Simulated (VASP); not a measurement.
Here is a VASP 6.6.1 calculation.

INCAR

```
PREC = Accurate
ENCUT = 520
EDIFF = 1E-6
ISMEAR = 0
SIGMA = 0.05
LREAL = False
LASPH = True
NELM = 80
ALGO = Normal
ISIF = 2
LWAVE = False
LCHARG = False
GGA = CA
NBANDS = 24
```

Contents of KPOINTS:

```
regular mesh
0
Gamma
  6 6 6
```

POSCAR

```
KMgF3
1.0
    4.0009338747      0.2500583672      0.2500583672
    0.2500583672      4.0009338747      0.2500583672
    0.2500583672      0.2500583672      4.0009338747
K Mg F
1 1 3
Direct
    0.5000000000      0.5000000000      0.5000000000
    0.0000000000      0.0000000000      0.0000000000
    0.5000000000      0.0000000000      0.0000000000
    0.0000000000      0.5000000000      0.0000000000
    0.0000000000      0.0000000000      0.5000000000
```

Potentials or basis: VASP PAW LDA potentials, release 64 (K_sv, Mg, F).

Run with:

```console
$ cat potpaw_LDA.64/K_sv/POTCAR potpaw_LDA.64/Mg/POTCAR potpaw_LDA.64/F/POTCAR > POTCAR
$ mpirun -np 1 vasp_std > vasp.out
```

Question: Estimate the pressure.

Answer: -4.4 GPa.

Question: Estimate the band gap on the k mesh.

Answer: 6.45 eV, indirect (least direct gap 6.58 eV).

Stress tensor (GPa, compression positive):
```
-4.36 -5.53 -5.53
-5.53 -4.36 -5.53
-5.53 -5.53 -4.36
```

A k mesh can miss the band edges. As with any semilocal functional, this LDA gap is likely too small.
